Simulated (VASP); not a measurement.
A run of VASP 6.6.1:

Contents of INCAR:

```
SYSTEM = MgZn2O3
ALGO = Normal ; EDIFF = 1E-6
EDIFFG = -0.01 ; ENCUT = 520
GGA = PE ; IBRION = 2
ISIF = 3 ; ISMEAR = 0
KPAR = 4 ; LASPH = .True.
LCHARG = .False. ; LREAL = .False.
LWAVE = .False. ; NELM = 120
NSW = 90 ; PREC = Accurate
SIGMA = 0.03
```

File KPOINTS:

```
k-points
0
Gamma
  12 12 12
  0 0 0
```

The input POSCAR:

```
MgZn2O3
1.0
   -1.5240000000      1.5240000000      6.4570000000
    1.5240000000     -1.5240000000      6.4570000000
    1.5240000000      1.5240000000     -6.4570000000
Mg Zn O
1 2 3
Direct
    0.0000000000      0.0000000000      0.0000000000
    0.3327396600      0.3327396600      0.0000000000
    0.6672603400      0.6672603400      0.0000000000
    0.5000000000      0.5000000000      0.0000000000
    0.8345206800      0.8345206800      0.0000000000
    0.1654793200      0.1654793200      0.0000000000
```

Potentials or basis: VASP PAW PBE potentials, release 64 (Mg, Zn, O).

Command:

```bash
$ cat potpaw_PBE.64/Mg/POTCAR potpaw_PBE.64/Zn/POTCAR potpaw_PBE.64/O/POTCAR > POTCAR
$ mpirun -np 4 vasp_std > vasp.out
```

Hardware: 4 MPI ranks on Intel(R) Xeon(R) Platinum 8488C (Sapphire Rapids), on a shared host.

How long does it take, and how much memory?

Run time: 11 min on 4 MPI ranks on Intel(R) Xeon(R) Platinum 8488C (Sapphire Rapids), on a shared host, peak memory 0.61 GiB a rank. Counts: scf iterations 30, k points 163, ion steps 4.
